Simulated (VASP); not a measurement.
# CdSe (Cadmoselite): band structure with PBEsol

**Measured values to compare with.**

A printed reference work, data compilation reports, for a bulk crystal of CdSe at 2 K: band gap 1.841 eV.

The system is CdSe (Cadmoselite).

```xyz
4
Lattice="4.3000 0.0000 0.0000 -2.1500 3.7239 0.0000 0.0000 0.0000 7.0200" Properties=species:S:1:pos:R:3 pbc="T T T"
Cd    2.1500    1.2413    3.5100
Cd    0.0000    2.4826    0.0000
Se    2.1500    1.2413    6.2127
Se    0.0000    2.4826    2.7027
```

```
Program                : VASP 6.6.1
Task                   : band structure
Functional             : PBEsol
Potentials or basis    : VASP PAW PBE potentials, release 64 (Cd, Se)
Cutoff                 : 520 eV
k mesh                 : 8 × 8 × 4
Occupations            : gaussian, width 0.02 eV
Spin                   : no spin polarisation
Ladder                 : free
Further INCAR settings : ALGO = Fast; EDIFF = 1e-06
```

```json
{
  "Pressure": "0.5 GPa",
  "Largest force": "0.274 eV/Å",
  "Band gap on the k mesh": "0.58 eV, direct",
  "Band gap along the path": "0.58 eV, direct"
}
```

Forces on the atoms (eV/Å):
```
Cd   0.000  0.000  0.274
Cd   0.000  0.000  0.274
Se   0.000  0.000 -0.274
Se   0.000  0.000 -0.274
```

Stress tensor (GPa, compression positive):
```
 1.13  0.00  0.00
 0.00  1.13  0.00
 0.00  0.00 -0.76
```

Levels at the corners of the path, in eV from the valence-band top:
```
point  band 15  band 16  band 17  band 18  band 19  band 20  band 21  band 22
    Γ    -0.73    -0.01     0.00     0.00     0.58     2.01     5.80     5.80
    M    -2.61    -1.88    -1.27    -0.84     3.14     3.20     4.70     6.08
    M    -2.61    -1.88    -1.27    -0.84     3.14     3.20     4.70     6.08
    K    -3.12    -1.82    -1.82    -1.81     4.25     4.76     4.76     6.96
    K    -3.12    -1.82    -1.82    -1.81     4.25     4.76     4.76     6.95
    Γ    -0.73    -0.01     0.00     0.00     0.58     2.01     5.80     5.80
    Γ    -0.73    -0.01     0.00     0.00     0.58     2.01     5.80     5.80
    A    -0.38    -0.38    -0.38    -0.38     2.24     2.24     5.72     5.72
    A    -0.38    -0.38    -0.38    -0.38     2.24     2.24     5.72     5.72
    L    -1.40    -1.40    -1.31    -1.31     2.88     2.88     4.69     4.69
    L    -1.40    -1.40    -1.31    -1.31     2.88     2.88     4.69     4.69
    H    -2.53    -2.53    -1.07    -1.07     3.70     3.70     5.79     5.79
    H    -2.53    -2.53    -1.07    -1.07     3.70     3.70     5.79     5.80
    A    -0.38    -0.38    -0.38    -0.38     2.24     2.24     5.72     5.72
    L    -1.40    -1.40    -1.31    -1.31     2.88     2.88     4.69     4.69
    M    -2.61    -1.88    -1.27    -0.84     3.14     3.20     4.70     6.08
    K    -3.12    -1.82    -1.82    -1.81     4.25     4.76     4.76     6.96
    H    -2.53    -2.53    -1.07    -1.07     3.70     3.70     5.79     5.79
```

Wall time 2.1 min on 1 thread of Intel(R) Xeon(R) Platinum 8488C (Sapphire Rapids), with other jobs on the host, peak memory 0.31 GiB.

Measured gap of CdSe: 1.841 eV (2 K; a printed reference work, data compilation). This calculation gives 0.58 eV (-1.26 eV). So large a miss can be the level of theory's own, or it may mean another phase, state or a wrong row. Spin-orbit coupling on Cd, Se is left out. The value is that of PBEsol, without temperature or zero-point motion. Semilocal functionals fall short of measured gaps as a rule.

Caveat: the PAW data sets were made with another functional, which shifts forces and pressure a little.
